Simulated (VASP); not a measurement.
Crystal: Pd.

```
Pd
1.0
     0.00000    1.94650    1.94650
     1.94650    0.00000    1.94650
     1.94650    1.94650    0.00000
Pd
1
Direct
  0.00000 0.00000 0.00000
```

| Item | Value |
| --- | --- |
| Program | VASP 6.6.1 |
| Task | relaxation of cell and atoms |
| Functional | PBE |
| Potentials or basis | VASP PAW PBE potentials, release 64 (Pd_GW) |
| Cutoff | 630 eV |
| k mesh | 12 × 12 × 12 |
| Occupations | fermi-dirac, width 0.05 eV |
| Spin | no spin polarisation |

At the start: pressure 5.8 GPa; volume 14.75 Å³/atom.

Question: How do energy, volume and symmetry change on relaxing?

Answer: Over 3 steps the energy falls by 8.1 meV/atom and the volume is 15.22 Å³/atom (+3.2 %); space group Fm-3m (No. 225, to 0.05 Å).

Step by step:
```tsv
step	energy change (eV)	largest force (eV/Å)	pressure (GPa)	volume (Å³)
1	0.0000	0.0000	5.76	14.75
2	0.0072	0.0000	-6.71	15.91
3	-0.0081	0.0000	-0.04	15.22
```

Final structure:
```
Pd
1.0
     0.00000    1.96704    1.96704
     1.96704    0.00000    1.96704
     1.96704    1.96704    0.00000
Pd
1
Direct
  0.00000 0.00000 0.00000
```
